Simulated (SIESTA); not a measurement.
The system is HgTe.

```
CELL_PARAMETERS angstrom
-3.04560 3.04560 1.55941
3.04560 -3.04560 1.55941
3.04560 3.04560 -1.55941
ATOMIC_POSITIONS crystal
Hg 0.75000 0.25000 0.50000
Te 0.00000 0.00000 0.00000
```

Measurements of this composition are mostly on another form, of space group No. 216.

| Item | Value |
| --- | --- |
| Program | SIESTA 5.4.2 |
| Task | relaxation of cell and atoms |
| Functional | PBEsol |
| Potentials or basis | PseudoDojo 0.4 standard (PBEsol files) |
| Basis | DZP (energy shift 0.003 Ry; two zetas on semicore shells) |
| Grid cutoff | 1200 Ry |
| Energy shift | 0.003 Ry |
| k mesh | 8 × 8 × 8 |
| Occupations | fermi-dirac, width 0.05 eV |
| Spin | no spin polarisation |

At the start: pressure -4.9 GPa; volume 28.93 Å³/atom.

Problem. How do energy, volume and symmetry change on relaxing?

Solution. Over 12 steps the energy falls by 56.6 meV/atom and the volume is 25.96 Å³/atom (-10.3 %); space group I-4m2 (No. 119, to 0.05 Å).

The path:
```tsv
step	energy change (eV)	largest force (eV/Å)	pressure (GPa)	volume (Å³)
1	0.0000	0.0001	-4.92	57.86
2	-0.0081	0.0000	-4.77	57.61
3	-0.1042	0.0001	1.99	50.52
4	-0.0425	0.0001	6.42	48.03
5	-0.1054	0.0002	1.81	50.64
6	-0.0457	0.0000	6.24	48.12
7	-0.0582	0.0000	5.52	48.46
8	-0.0212	0.0001	7.48	47.55
9	-0.0609	0.0002	-3.70	55.81
10	-0.0692	0.0001	-3.48	55.50
11	-0.1089	0.0003	-1.23	52.97
12	-0.1132	0.0002	0.04	51.92
```

Final structure:
```xyz
2
Lattice="-2.9088 2.9090 1.5338 2.9090 -2.9088 1.5338 2.9089 2.9089 -1.5335" Properties=species:S:1:pos:R:3 pbc="T T T"
Hg    0.0001    2.9090    0.7671
Te    0.0000    0.0000    0.0000
```

Caveat: short orbitals over semicore shells can move pressures by several GPa; the basis of atomic orbitals isn't converged, which shifts pressures, moduli and gaps.
